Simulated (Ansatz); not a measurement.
Crystal: TiCo.

```xyz
2
Lattice="2.9861 0.0000 0.0000 0.0000 2.9861 0.0000 0.0000 0.0000 2.9861" Properties=species:S:1:pos:R:3 pbc="T T T"
Co    1.4931    1.4931    1.4931
Ti    0.0000    0.0000    0.0000
```

The cell comes from a database or a generator and needn't be the stable form of this composition.

```yaml
Program: Ansatz 0.2.0
Task: relaxation of cell and atoms
Functional: revPBE
Dispersion: D3(BJ)
Potentials_or_basis: Ansatz PAW
Cutoff: "420 eV (not typed: the program's choice for these potentials)"
k_mesh: 9 × 9 × 9
Occupations: fermi-dirac, width 0.05 eV
Spin: collinear spin, ferromagnetic start
Starting_moments: "[2.0, 1.0] μB"
```

At the start: volume 13.31 Å³/atom.

**Question.** How do energy, volume and symmetry change on relaxing?

**Answer.** It ends after 5 steps and the volume is 12.52 Å³/atom (-6.0 %); space group Pm-3m (No. 221, to 0.05 Å); moment 0.75 μB per cell.

Step by step:
```csv
step,energy change (eV),largest force (eV/Å),volume (Å³)
1,0.0000,0.0000,26.63
2,-0.0529,0.0000,25.12
3,-0.0532,0.0000,25.02
4,-0.0532,0.0000,25.03
5,-0.0523,0.0000,25.03
```

Final structure:
```
CELL_PARAMETERS angstrom
2.92524 0.00000 0.00000
0.00000 2.92524 0.00000
0.00000 0.00000 2.92524
ATOMIC_POSITIONS crystal
Co 0.50000 0.50000 0.50000
Ti 0.00000 0.00000 0.00000
```

Caveat: the plane-wave basis is chosen anew once the cell has moved, so the energies of steps on either side of that aren't comparable; the PAW data sets come from PBE, with cores solved anew for the run's functional, which leaves a small shift of forces and pressure.
